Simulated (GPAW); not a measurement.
NiO:

```
CELL_PARAMETERS angstrom
0.00000 2.08590 2.08590
2.08590 0.00000 2.08590
2.08590 2.08590 0.00000
ATOMIC_POSITIONS crystal
Ni 0.00000 0.00000 0.00000
O 0.50000 0.50000 0.50000
```

Base run:

```yaml
Program: GPAW 26.7.0
Functional: r2SCAN
Potentials_or_basis: GPAW PAW data sets (gpaw-data 1.2.1)
Cutoff: 800 eV
Basis: pw
k_mesh: 11 × 11 × 11
Occupations: fermi-dirac, width 0.05 eV
Spin: collinear spin, ferromagnetic start
Starting_moments: "[1.0, 0.0] μB"
```

Its results: band gap on the k mesh 0.76 eV, indirect (least direct gap 1.75 eV); pressure 8.4 GPa; net moment 2.00 μB per cell; site moments Ni +1.71; O +0.22 μB.

Task: The run is repeated on the same cell with these changes: functional from r2SCAN to r4SCAN; k mesh from 11 × 11 × 11 to 8 × 8 × 8. What comes out?

Result: Band gap on the k mesh 0.55 eV, indirect (least direct gap 1.62 eV); pressure 6.1 GPa; net moment 2.00 μB per cell; site moments Ni +1.70; O +0.23 μB.

Several settings changed at once, so the effect can't be laid on one alone.

Caveats: the stock nickel data set gives pressures a few GPa off other programs; the PAW data sets were made with another functional, which shifts forces and pressure a little; a cell with one magnetic atom can't hold antiferromagnetic order, which such compounds often take.
